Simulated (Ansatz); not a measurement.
# NaH: stress in a strained cell

NaH is deformed so: equal xy, yz and zx engineering shear strains of +2 %. What stress and forces result, by LAPW, PAW and all-electron datasets made for the crystal?

Method: DFT PBEsol, scalar-relativistic, in Ansatz 0.2.0.

### Step 1. The system as given

It takes space group Fm-3m (No. 225, cubic). The conventional cell has a = 4.880 Å, b = 4.880 Å, c = 4.880 Å, α = 90.00°, β = 90.00°, γ = 90.00°. Around Na (site symmetry m-3m) lie 6 H at 2.44 Å. H (site symmetry m-3m) is surrounded by 6 Na at 2.44 Å.

Coordinates:

```xyz
2
Lattice="0.0000 2.4400 2.4400 2.4400 0.0000 2.4400 2.4400 2.4400 0.0000" Properties=species:S:1:pos:R:3 pbc="T T T"
Na    0.0000    0.0000    0.0000
H     2.4400    2.4400    2.4400
```

Atoms are numbered in the order of the input: Na1, H2.

### Step 2. After the deformation

Space group Fm-3m before, R-3m after.

### Step 3. Full-potential LAPW

input.yaml reads:

```yaml
crystal:
  lattice:
    - [0.0488, 2.4644, 2.4644]
    - [2.4644, 0.0488, 2.4644]
    - [2.4644, 2.4644, 0.0488]
  atoms:
    - { symbol: Na, position: [0.0, 0.0, 0.0] }
    - { symbol: H, position: [0.5, 0.5, 0.5] }
kpoints:
  mp_grid: { grid: [9, 9, 9] }
  band_path:
    path:
      - [0.0, 0.0, 0.0]
      - [0.5, 0.5, 0.5]
      - [0.2451701269, 0.5, 0.7548298731]
      - [-0.2451701269, 0.2451701269, 0.5]
      - [0.0, 0.0, 0.5]
      - [0.0, 0.0, 0.0]
      - [-0.3725850634, 0.0, 0.3725850634]
      - [0.0, 0.3725850634, 0.6274149366]
      - [0.0, 0.5, 0.5]
    npoints: 5
scf:
  occupations: { method: fermi_dirac, width: 0.03 }
hamiltonian:
  xc: pbesol
  pseudopotentials: { kind: all_electron, lapw: { basis_error: 0.001 } }
output:
  forces: true
  stress: true
  eigenvalues: true
```

Command:

```
$ ansatz run input.yaml --threads 1 --pin off --max-ram 3072MiB --backend cpu --events-out ev --progress --plain --runs-dir out
```

### Step 4. Frozen-core PAW

input.yaml reads:

```yaml
crystal:
  lattice:
    - [0.0488, 2.4644, 2.4644]
    - [2.4644, 0.0488, 2.4644]
    - [2.4644, 2.4644, 0.0488]
  atoms:
    - { symbol: Na, position: [0.0, 0.0, 0.0] }
    - { symbol: H, position: [0.5, 0.5, 0.5] }
kpoints:
  mp_grid: { grid: [9, 9, 9] }
scf:
  occupations: { method: fermi_dirac, width: 0.03 }
hamiltonian:
  xc: pbesol
  pseudopotentials: { kind: paw }
output:
  forces: true
  stress: true
  eigenvalues: true
  efg: { contact_densities: true }
```

### Step 5. Datasets made for this crystal

input.yaml, as its differences from that of step 4:

```diff
@@ -14,3 +14,3 @@
   xc: pbesol
-  pseudopotentials: { kind: paw }
+  pseudopotentials: { kind: all_electron, datasets: crystal }
 output:
```

(Steps that only read results are left out.)

Before running it: what results should come out? Wanted: pressure; largest shear or deviatoric stress.

**Answer**, as computed:

```
                                 quantity                                              value
                                 pressure  LAPW -1.18, PAW -1.18, crystal datasets -1.19 GPa
largest shear or deviatoric stress (LAPW)                                           0.45 GPa
```

In words: The largest part of the stress beyond the pressure is 0.45 GPa in size; the atoms are carried along and not relaxed. No run of the undeformed cell stands beside it, so the pressure holds what the given cell had before the change. PAW: stress within 0.01 GPa of LAPW. Crystal datasets: stress within 0.01 GPa of LAPW.
